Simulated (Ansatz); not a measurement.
# Nb (Fm-3m) in Ansatz: further runs

The runs below take Nb through single point, with PBE.

Program: Ansatz 0.2.0. These are calculated values, not measurements. Logs are shortened: lines on timing, memory, paths and dates and some standing lists are left out, and cuts for length are marked.

## 1. The structure

The structure is cubic, space group Fm-3m (No. 225). Conventional cell: a = 4.230 Å, b = 4.230 Å, c = 4.230 Å, α = 90.00°, β = 90.00°, γ = 90.00°. Nb (site symmetry m-3m) is surrounded by 12 Nb at 2.99 Å.

This isn't the form of Nb at room conditions, which is bcc.

## 2. Single point, PBE

Input file input.yaml:

```yaml
crystal:
  lattice:
    - [0.0, 2.115, 2.115]
    - [2.115, 0.0, 2.115]
    - [2.115, 2.115, 0.0]
  atoms:
    - { symbol: Nb, position: [0.0, 0.0, 0.0] }
hamiltonian:
  xc: pbe
  pseudopotentials: { kind: paw }
kpoints:
  mp_grid: { grid: [11, 11, 11] }
scf:
  occupations: { method: gaussian, width: 0.014 }
output:
  forces: true
  stress: true
  eigenvalues: true
```

Potentials or basis: Ansatz PAW.

Run with:

```
$ ansatz run input.yaml --threads 2 --pin off --max-ram 5632MiB --backend cpu --events-out ev --progress --plain --runs-dir out
```

What it wrote:

```text
Warning: RAYON_NUM_THREADS=2 ignored (pool sized by the plan → 2); use --threads N
Engine: ansatz 0.2.0, aarch64-unknown-linux-gnu
Pseudopotentials: kind: paw
Pseudopotential: Nb, paw, valence charge 13, recommended cutoff 420 eV (normal), Nb.paw.azcp
Functional definition: PBE
  parameter kappa = 0.804
  parameter beta = 0.06672455060314922
  exchange = pbe_x(kappa = kappa, mu = beta*pi^2/3)
  correlation = pbe_c(beta = beta)
Crystal: 1 atoms, lattice volume = 18.922 Å³
Basis set: ecut = 420 eV, 339 PW (Γ), exchange–correlation on 40×40×40 points (8 copies of the dense FFT grid, shifted against one another)
Bands: 11, of which v1, the nominal top of the filled ones, is band 7 counted from 1 (6 counted from 0)
Symmetry: 48 space group operations
Space group: Fm-3m (ITA 225), of the structure as read, at distance tolerance 2.7e-5 Å
k-points: 56 of 1331
Non-local potential: Nb, projectors of the file, l = 0: 3, l = 1: 2, l = 2: 2, l = 3: 1
PAW form: soft (Blöchl's): semilocal exchange-correlation on the pseudo side does not see the compensation charge
PAW one-centre angular grid: Nb, 590 points (default); XC on 64 Gauss nodes
Initial density: superposition of atomic densities (neutral atoms: chi_scale 0, normalization atom), corrected by the library's trained network
Initial wavefunctions: pseudopotential atomic-orbital guess
Functional: x = pbe(κ = 0.804, μ = 0.2195149727645171), c = pbe(β = 0.06672455060314922)
SCF iter   1: F=—  HF=-4551.960047 eV  |F-HF|=—  |Δ(HF+E_count)|=         —  Δρ=2.54e-3  dr2=3.53e-4  ethr=1.77e-3  ⟨swp⟩=5.8  Hψ=3683  notcnv=0
preconditioner: auto → none  [insulator: Δε(μ)=0.019 eV  Ē_g=7.052 eV  σ=0.014 eV  W_gap=0.59  n_scr=0 (ndim 8)  ℏωp=19.1 eV  f_vac=0.000  D(μ)=1.83/eV (n_scr^D=14)  ε∞_Penn≈8.3]
SCF iter   2: F=—  HF=-4551.960282 eV  |F-HF|=—  |Δ(HF+E_count)|=   2.35e-4  Δρ=1.29e-3  dr2=8.86e-5  ethr=2.72e-6  ⟨swp⟩=2.9  Hψ=1526  notcnv=0  defer=9
SCF iter   3: F=—  HF=-4551.960378 eV  |F-HF|=—  |Δ(HF+E_count)|=   9.59e-5  Δρ=1.31e-4  dr2=1.76e-6  ethr=6.82e-7  ⟨swp⟩=2.1  Hψ=685  notcnv=0  defer=9
SCF iter   4: F=—  HF=-4551.960378 eV  |F-HF|=—  |Δ(HF+E_count)|=   1.63e-7  Δρ=4.60e-5  dr2=1.33e-7  ethr=1.35e-8  ⟨swp⟩=2.3  Hψ=774  notcnv=0  defer=9
iter 5 did not close the SCF: its close was put off for the readings that it lacked (scf_convergence_deferred on its scf_iter line)
SCF iter   5: F=-4551.960378 eV  HF=-4551.960378 eV  |F-HF|=2.16e-8  |Δ(HF+E_count)|=   3.39e-8  Δρ=1.39e-5  dr2=2.73e-8  ethr=1.02e-9  ⟨swp⟩=2.0  Hψ=938  notcnv=0  defer=9
SCF iter   6: F=-4551.960378 eV  HF=-4551.960378 eV  |F-HF|=8.19e-12  |Δ(HF+E_count)|=   1.12e-8  Δρ=1.08e-6  dr2=7.38e-11  ethr=2.10e-10  ⟨swp⟩=3.2  Hψ=2378  notcnv=0
SCF 1 converged in 6 iterations: F = -4551.960378 eV  dr2 = 7.38e-11
SCF converged after 6 iterations
Free energy (F): -4551.960378 eV
Harris-Foulkes:  -4551.960378 eV  (|F-HF|=8.19e-12)
Internal energy: -4551.960190 eV  (E = F + TS)
E sigma→0 (E₀):  -4551.960284 eV
Entropy (-TS):   -0.000188 eV (-0.188 meV/atom)
Fermi energy:    17.137750 eV
--- Per-component energies (eV) ---
  E_band       = -80.273697
  E_kinetic    = 393.650739
  E_local      = -722.272364  (includes V_loc(G=0)·N_el)
  E_nonlocal   = 119.621590
  E_hartree    = 224.302008
  E_xc         = -175.141059
  E_vxc        = -212.397852  (∫ρ·V_xc dr)
  E_paw        = -3073.274108  (= ΣΔE_a)
  E_vpaw       = -107.479744  (= ΣTr[D̂ρ^β])
  E_aug_tail   = 0.000008  (compensation charges beyond the density's cutoff)
  E_ewald      = -1318.847003
  E_smearing   = -0.000188  (= −TS)
  E_closure    = 0.000000  (closes the sum)
  Σ components = -4551.960378   (vs F -4551.960378, Δ=0.00e0)
--- Forces (eV/Å), atoms counted from 1 ---
  atom   1  Nb     0.00000000     0.00000000    -0.00000000
  max |Σ_I F_I| component: 3.49e-32 eV/Å
--- Stress (GPa, compression-positive) ---
       -1.943515      -0.000000      -0.000000
       -0.000000      -1.943515       0.000000
        0.000000       0.000000      -1.943515
  P = ⅓ Tr σ = -1.9435 GPa (-19.435 kbar)
--- Band table (eV; the first three rows and the last of 56) ---
  k-point 0: bands = ["-37.6214", "-13.0403", "-13.0403", "-13.0403", "10.9659", "17.2488", "17.2488", "17.2488", "19.8155", "19.8155", "28.8852"]
  k-point 1: bands = ["-37.6067", "-13.1382", "-13.0525", "-13.0525", "11.2667", "17.0227", "17.3835", "17.3835", "19.7010", "19.7010", "29.4763"]
  k-point 2: bands = ["-37.5672", "-13.3953", "-13.0850", "-13.0850", "12.0603", "16.5866", "17.6220", "17.6220", "19.6060", "19.6060", "30.2726"]
  k-point 55: bands = ["-37.3735", "-13.8332", "-13.7710", "-13.4451", "14.5485", "15.6402", "16.4201", "19.1050", "22.0801", "26.4730", "27.0573"]
```

It took 0.58 s on 2 threads of Arm Neoverse V1, shared host; peak memory 0.26 GiB.

Results:

```yaml
Free_energy: -4551.9604 eV
Pressure: -1.9 GPa
Band_gap_on_the_k_mesh: none (metal or under the smearing width)
```

Levels at points of the mesh, in eV from the Fermi level:
```csv
k point,band 2,band 3,band 4,band 5,band 6,band 7,band 8,band 9,band 10,band 11
"(0.00, 0.00, 0.00)",-30.18,-30.18,-30.18,-6.17,0.11,0.11,0.11,2.68,2.68,11.75
```

## 3. Single point, PBE

Edit input.yaml of step 2 so:

```diff
@@ -13,3 +13,3 @@
 scf:
-  occupations: { method: gaussian, width: 0.014 }
+  occupations: { method: gaussian, width: 0.015 }
 output:
```

Potentials or basis: Ansatz PAW.

Run with:

```
$ ansatz run input.yaml --threads 2 --pin off --max-ram 5632MiB --backend cpu --events-out ev --progress --plain --runs-dir out
```

Run time: 0.57 s. Hardware: 2 threads of Arm Neoverse V1, shared host; peak memory 0.26 GiB.

The run converged. Its results:

```
Free energy            : -4551.9604 eV
Pressure               : -1.9 GPa
Band gap on the k mesh : none (metal or under the smearing width)
```

Levels at points of the mesh, in eV from the Fermi level:
| k point | band 2 | band 3 | band 4 | band 5 | band 6 | band 7 | band 8 | band 9 | band 10 | band 11 |
| --- | --- | --- | --- | --- | --- | --- | --- | --- | --- | --- |
| (0.00, 0.00, 0.00) | -30.18 | -30.18 | -30.18 | -6.17 | 0.11 | 0.11 | 0.11 | 2.68 | 2.68 | 11.75 |

## 4. Single point, PBE

Edit input.yaml of step 3 so:

```diff
@@ -13,3 +13,3 @@
 scf:
-  occupations: { method: gaussian, width: 0.015 }
+  occupations: { method: gaussian, width: 0.016 }
 output:
```

Potentials or basis: Ansatz PAW.

Run with:

```
$ ansatz run input.yaml --threads 2 --pin off --max-ram 5632MiB --backend cpu --events-out ev --progress --plain --runs-dir out
```

What it wrote:

```text
Warning: RAYON_NUM_THREADS=2 ignored (pool sized by the plan → 2); use --threads N
[... 8 set-up lines as earlier in the session ...]
Crystal: 1 atoms, lattice volume = 18.922 Å³
Basis set: ecut = 420 eV, 339 PW (Γ), exchange–correlation on 40×40×40 points (8 copies of the dense FFT grid, shifted against one another)
Bands: 11, of which v1, the nominal top of the filled ones, is band 7 counted from 1 (6 counted from 0)
[... 2 set-up lines as earlier in the session ...]
k-points: 56 of 1331
[... 3 set-up lines as earlier in the session ...]
[... 22 lines left out ...]
  E_kinetic    = 393.650349
  E_local      = -722.269806  (includes V_loc(G=0)·N_el)
  E_nonlocal   = 119.620895
  E_hartree    = 224.300467
  E_xc         = -175.141194
  E_vxc        = -212.398004  (∫ρ·V_xc dr)
  E_paw        = -3073.273889  (= ΣΔE_a)
  E_vpaw       = -107.479562  (= ΣTr[D̂ρ^β])
  E_aug_tail   = 0.000008  (compensation charges beyond the density's cutoff)
  E_ewald      = -1318.847003
  E_smearing   = -0.000233  (= −TS)
  E_closure    = -0.000000  (closes the sum)
  Σ components = -4551.960406   (vs F -4551.960406, Δ=0.00e0)
--- Forces (eV/Å), atoms counted from 1 ---
  atom   1  Nb     0.00000000    -0.00000000     0.00000000
  max |Σ_I F_I| component: 1.64e-32 eV/Å
--- Stress (GPa, compression-positive) ---
       -1.939820      -0.000000      -0.000000
       -0.000000      -1.939820      -0.000000
       -0.000000       0.000000      -1.939820
  P = ⅓ Tr σ = -1.9398 GPa (-19.398 kbar)
--- Band table (eV; the first three rows and the last of 56) ---
  k-point 0: bands = ["-37.6216", "-13.0405", "-13.0405", "-13.0405", "10.9659", "17.2487", "17.2487", "17.2487", "19.8154", "19.8154", "28.8852"]
  k-point 1: bands = ["-37.6069", "-13.1384", "-13.0527", "-13.0527", "11.2666", "17.0226", "17.3834", "17.3834", "19.7008", "19.7008", "29.4762"]
  k-point 2: bands = ["-37.5674", "-13.3954", "-13.0852", "-13.0852", "12.0603", "16.5866", "17.6219", "17.6219", "19.6059", "19.6059", "30.2726"]
  k-point 55: bands = ["-37.3737", "-13.8333", "-13.7712", "-13.4453", "14.5484", "15.6401", "16.4200", "19.1049", "22.0800", "26.4729", "27.0572"]
```

Wall time 0.58 s (2 threads of Arm Neoverse V1, shared host); peak memory 0.26 GiB.

Results:

```yaml
Free_energy: -4551.9604 eV
Pressure: -1.9 GPa
Band_gap_on_the_k_mesh: none (metal or under the smearing width)
```

## 5. The runs side by side

```tsv
smearing	gap on the mesh (eV)	pressure (GPa)
gaussian 0.014 eV	none	-1.9
gaussian 0.015 eV	none	-1.9
gaussian 0.016 eV	none	-1.9
```

Alike in all rows: task single point; level PBE; potentials or basis Ansatz PAW; no spin polarisation; cell as given; k mesh 11 × 11 × 11; cutoff (eV) 420.

Every run on the cell as given and a fine mesh finds a metal.

Absolute energies hang on the potentials; compare differences alone.
